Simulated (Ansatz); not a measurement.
Two G0W0 runs on MgO (Fm-3m).

```
Mg O
1.0
     0.00000    2.09700    2.09700
     2.09700    0.00000    2.09700
     2.09700    2.09700    0.00000
Mg O
1 1
Cartesian
  0.0000 0.0000 0.0000
  2.0970 2.0970 2.0970
```

The cell and positions are those that the Materials Project relaxed with its own functionals (PBE, PBE+U or r2SCAN), kept fixed.

The first (Ansatz 0.2.0; start PBE, 8×8×8 mesh, 41 empty bands, screening to 100 eV, PAW set soft_1 files; 1 × NVIDIA H100 80GB HBM3 (shared by 6 runs) with 2 threads of AMD EPYC 7R13 (Zen 3), shared host) gave, on its mesh: starting gap 4.87 eV, G0W0 gap 7.13 eV, RPA ε∞ (mean) 3.03, 9.1 s.

The second gave: starting gap 4.87 eV, G0W0 gap 7.28 eV, RPA ε∞ (mean) 3.01, 10 s.

What was changed in the input? Choose among start, files, mesh, bands and cutoff, frequency model or another key.

Changed: screening cutoff (eV) from 100 to 300. The starting gap stayed, which rules out the functional and points to the GW step. Other changes could give like numbers; this is the one that was made.

Limits: not at the basis limit.

[Paths, hosts, dates, memory and timing lines, banners, echoed tables and standing remarks are left out of the program output.]

[Logs are printed without paths, hosts, clocks, repeated set-up lines and the standing remarks that a program may print on its own settings, such as how far it seeks lower states.]

[Runs of the session that timed out or met a known fault of the program may be left out.]

[Cells called generated may have been cut or substituted from an entry of the Crystallography Open Database or the Materials Project.]

[Hosts, paths, dates, database ids (printed as entryN), source tags and the programs' standing remarks are cut or masked in the printed files.]
